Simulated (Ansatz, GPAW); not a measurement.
# One calculation of PbSe, 3 ways

```xyz
2
Lattice="0.0000 3.0606 3.0606 3.0606 0.0000 3.0606 3.0606 3.0606 0.0000" Properties=species:S:1:pos:R:3 pbc="T T T"
Pb    0.0000    0.0000    0.0000
Se    3.0606    3.0606    3.0606
```

Alike in all runs: task single point; functional PBEsol; k mesh 8 × 8 × 8; occupations gaussian, width 0.05 eV; no spin polarisation; no spin-orbit coupling. Pressure is positive in compression and, in plane waves, holds the error of the finite cutoff, which Ansatz's Pulay term estimates and takes out.

```csv
program and potentials,plane-wave cutoff (eV),notes,band gap (eV),pressure (GPa)
"Ansatz, Ansatz PAW",420,"potentials made for PBE, which Ansatz adapts in part; 15 valence electrons an atom on average",0.20,-0.49
"Ansatz, all-electron LAPW, scalar-relativistic",-,-,?,?
"GPAW, PAW data sets generated for this functional",600,10 valence electrons an atom on average,0.15,-0.69
```

Question: Estimate from the other rows what the run with Ansatz, all-electron LAPW, scalar-relativistic gave.

Answer: Band gap 0.20 eV; pressure -0.48 GPa. The other rows, which needn't bracket it: band gap 0.15 to 0.20; pressure -0.69 to -0.49.
